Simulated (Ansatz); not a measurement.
Crystal: Bi.

```
Bi
1.0
     3.48860   -3.13258    0.00000
     3.48860    3.13258    0.00000
    -1.26023    0.00000    3.11355
Bi
2
Direct
  0.75306 0.75306 0.85738
  0.24694 0.24694 0.14262
```

This isn't the form of Bi at room conditions, which is rhombohedral.

- Program: Ansatz 0.2.0
- Task: relaxation of cell and atoms
- Functional: revPBE
- Dispersion: D4
- Potentials or basis: Ansatz PAW
- Cutoff: 420 eV (not typed: the program's choice for these potentials)
- k mesh: 6 × 6 × 9
- Occupations: fermi-dirac, width 0.05 eV
- Spin: no spin polarisation

At the start: volume 34.03 Å³/atom.

Question: How do energy, volume and symmetry change on relaxing?

Answer: It ends after 7 steps and the volume is 32.34 Å³/atom (-5.0 %); space group C2/m (No. 12, to 0.05 Å).

The path:
```
step  energy change (eV)  largest force (eV/Å)  volume (Å³)
   1              0.0000                0.0423        68.05
   2             -0.0234                0.1118        63.51
   3             -0.0302                0.0294        64.88
   4             -0.0326                0.0140        64.76
   5             -0.0329                0.0087        64.63
   6             -0.0333                0.0051        64.68
   7             -0.0326                0.0051        64.68
```

Final structure:
```yaml
crystal:
  lattice:
    - [3.46690, -3.02566, -0.02748]
    - [3.46690, 3.02566, -0.02748]
    - [-1.27692, 0.00000, 3.09322]
  atoms:
    - { symbol: Bi, position: [0.75249, 0.75249, 0.83649] }
    - { symbol: Bi, position: [0.24751, 0.24751, 0.16351] }
```

Caveat: the plane-wave basis is chosen anew once the cell has moved, so the energies of steps on either side of that aren't comparable; pairwise dispersion overbinds metals, which lowers pressure and volume; the PAW data sets come from PBE, with cores solved anew for the run's functional, which leaves a small shift of forces and pressure.
